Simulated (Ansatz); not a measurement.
# CdTe: the cell at several levels of theory

The task here is to estimate one member of a computed series from the others.

Code: Ansatz 0.2.0. PAW datasets, plane waves, zero pressure. Calculated at 0 K for a non-magnetic cell.

**The system as given**

It is cubic, F-43m (No. 216); a = 6.427 Å in the conventional setting, 33.19 Å³ an atom. Cd has 4 Te at 2.78 Å; Te has 4 Cd at 2.78 Å.

As a file:

```
CELL_PARAMETERS angstrom
0.00000 3.21365 3.21365
3.21365 0.00000 3.21365
3.21365 3.21365 0.00000
ATOMIC_POSITIONS crystal
Cd 0.00000 0.00000 0.00000
Te 0.25000 0.25000 0.25000
```

Set-up of the first run:

The input, input.yaml:

```yaml
crystal:
  lattice:
    - [0.0, 3.2136470684, 3.2136470684]
    - [3.2136470684, 0.0, 3.2136470684]
    - [3.2136470684, 3.2136470684, 0.0]
  atoms:
    - { symbol: Cd, position: [0.0, 0.0, 0.0] }
    - { symbol: Te, position: [0.25, 0.25, 0.25] }
kpoints:
  mp_grid: { grid: [6, 6, 6] }
hamiltonian:
  xc: pbe
scf:
  occupations: { method: fermi_dirac, width: 0.02 }
relax:
  f_tol: 0.005
  cell: {}
output:
  write_density: true
  write_potential: true
  elf: true
  volumetric_format: npy
```

The run is started by

```
$ ansatz run input.yaml --threads 4 --pin off --max-ram 7372MiB --backend cpu --events-out ev --progress --plain --runs-dir out
```

Among the steps run: PBE: cell and atoms; r2SCAN: cell and atoms; PBEsol: cell and atoms; Relaxation with LDA; HSE06: cell and atoms.

One table of the session follows, with a row left open; its other results are not shown here.

```
 level  a (Å)  volume (Å³/atom)
   PBE  6.621            36.278
r2SCAN  6.560            35.286
PBEsol      ?                 ?
   LDA  6.411            32.932
 HSE06  6.573            35.503
```

**Question.** Estimate the row for PBEsol.

As computed: a (Å): 6.490; volume (Å³/atom): 34.174. In the column «a (Å)» it lies between LDA (6.411) and r2SCAN (6.560).

Caveats from the session: The calculation is for a static lattice, without the thermal expansion and zero-point motion that a measured cell holds.
